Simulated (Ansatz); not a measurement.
# Ru: one atom moved over a plane

This session takes Ru and sets out to map the energy of atom 1 (Ru) over a plane.

Computed with Ansatz 0.2.0 (DFT PBE, scalar-relativistic, plane waves, PAW, unless a step's input says otherwise).

**1. Starting point**

The structure is hexagonal, space group P6_3/mmc (No. 194). Conventional cell: a = 2.706 Å, b = 2.706 Å, c = 4.282 Å, α = 90.00°, β = 90.00°, γ = 120.00°. Ru (site symmetry -6m2) is surrounded by 12 Ru at 2.65 to 2.71 Å.

As a file:

```cif
data_structure
_symmetry_space_group_name_H-M 'P 1'
_symmetry_Int_Tables_number 1
_cell_length_a 2.7058
_cell_length_b 2.7058
_cell_length_c 4.2819
_cell_angle_alpha 90.000
_cell_angle_beta 90.000
_cell_angle_gamma 120.000
_cell_volume 27.15
loop_
_atom_site_label
_atom_site_type_symbol
_atom_site_fract_x
_atom_site_fract_y
_atom_site_fract_z
_atom_site_occupancy
Ru1 Ru 0.33333 0.66667 0.25000 1
Ru2 Ru 0.66667 0.33333 0.75000 1
```

The cell is taken as given, not relaxed at this level.

**2. Zero of energy**

Reference values: F = -11757.3802 eV; pressure 4.55 GPa; largest force 0.000 eV/Å; gap on the mesh none (metal). It was computed beforehand with the settings of the runs below.

**3. Setting up one atom moved over a plane**

Atom 1 (Ru) is moved by p along (1.000, 0.000, 0.000) and q along (0.000, 1.000, 0.000) (Å), all else fixed; its images in the other cells move with it. Points alike by symmetry are run once.

**4. p = -0.450, q = -0.450**

Contents of input.yaml:

```yaml
crystal:
  lattice:
    - [2.7057993342, 0.0, 0.0]
    - [-1.3528996671, 2.343290961, 0.0]
    - [0.0, 0.0, 4.2819]
  atoms:
    - { symbol: Ru, position: [0.0710050771, 0.4746290548, 0.25] }
    - { symbol: Ru, position: [0.6666666667, 0.3333333333, 0.75] }
basis:
  ecutwfc: 420
kpoints:
  mp_grid: { grid: [24, 24, 12] }
hamiltonian:
  xc: pbe
scf:
  occupations: { method: gaussian, width: 0.15 }
output:
  forces: true
  stress: true
  eigenvalues: true
```

Command:

```
ansatz run input.yaml --threads 1 --pin off --max-ram 2560MiB --backend cpu --events-out ev --progress --plain --runs-dir out
```

Further runs follow: p = -0.450, q = 0.000; At p = -0.450, q = 0.450; point p = 0.000, q = -0.450; At p = 0.000, q = 0.450; p = -0.450, q = -0.225; point p = -0.450, q = 0.225; At p = -0.225, q = -0.450; point p = -0.225, q = 0.000; At p = -0.225, q = 0.450; At p = 0.000, q = -0.225; At p = 0.000, q = 0.225; point p = -0.225, q = -0.225; At p = -0.225, q = 0.225.

**Question.** What will these runs give? Wanted: highest point; lowest point away from the origin.

The runs gave:

```
                         quantity                                      value
                    highest point  1.123 eV/cell at (p, q) = (-0.450, 0.450)
lowest point away from the origin            0.170 eV/cell at (0.000, 0.225)
```

What this shows: No computed point lies below the origin. Read as harmonic, the points at ±0.225 Å give force constants of 7.00 eV/Å² along p and 7.01 eV/Å² along q, so the site is nearly isotropic in this plane.
